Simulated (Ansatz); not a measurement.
## TePb, space group Fm-3m: a convergence test of the k-point mesh, step by step

Program: Ansatz 0.2.0 through its Python package.

The cells in order, each with its output:

```python
import warnings

import ansatz

warnings.simplefilter("ignore", ansatz.DeckWarning)

crystal = (
    ansatz.Lattice.of([0.0, 3.231, 3.231], [3.231, 0.0, 3.231], [3.231, 3.231, 0.0])
    .atom("Te", [0.5, 0.5, 0.5])
    .atom("Pb", [0.0, 0.0, 0.0])
)
```

```python
crystal.resolved().tree()["lattice"]
```

    ((0.0, 3.231, 3.231), (3.231, 0.0, 3.231), (3.231, 3.231, 0.0))

```python
calculation = crystal.calculation().pseudopotentials("paw").occupations("fixed").functional("pbesol").basis(420)
```

```python
rows = []
for value in [1.0, 0.6, 0.4, 0.3]:
    summary = calculation.kpoints(spacing=value).run().report
    rows.append((value, summary["free_energy_ev"] / len(summary["lattice"]["sites"]), summary["n_iterations"], summary["n_kpoints"]))

print("spacing (1/A)   F/atom (eV)    iterations      k-points")
for row in rows:
    print(f"{str(row[0]):>12s}  {row[1]:12.5f}  {row[2]:12d}  {row[3]:12d}")
```

    spacing (1/A)   F/atom (eV)    iterations      k-points
             1.0   -9327.73850             7             3
             0.6   -9328.62004             6             4
             0.4   -9328.59556             6            10
             0.3   -9328.59504             6            16

```python
for row in rows[:-1]:
    shift = 1000 * (row[1] - rows[-1][1])
    print(f"{row[0]}: {shift:+.2f} meV/atom" + ("  (within 5 meV)" if abs(shift) < 5 else ""))
```

    1.0: +856.55 meV/atom
    0.6: -25.00 meV/atom
    0.4: -0.52 meV/atom  (within 5 meV)

From a spacing of 0.4 (5×5×5) on it stays within 5 meV an atom of the value at a spacing of 0.3 (6×6×6); the first row (a spacing of 1.0 (2×2×2)) is off by 856.5 meV and the last but one by 0.52 meV. That rests on few rows after larger swings, so the series isn't shown to be converged. It goes up and down, since the sum over k-points isn't variational.

Caveats:
- Spin-orbit coupling, which matters for elements this heavy, is left out.
- The structure is a deposited one; some such entries were measured under pressure or heat, so a shift against it needn't be the functional's error alone.
- Shifts are counted from the finest mesh, which is itself no proven limit.
- Timing: 4.3 s on 1 thread of Intel(R) Xeon(R) Processor @ 2.30GHz, on a shared host, peak memory 0.49 GiB.
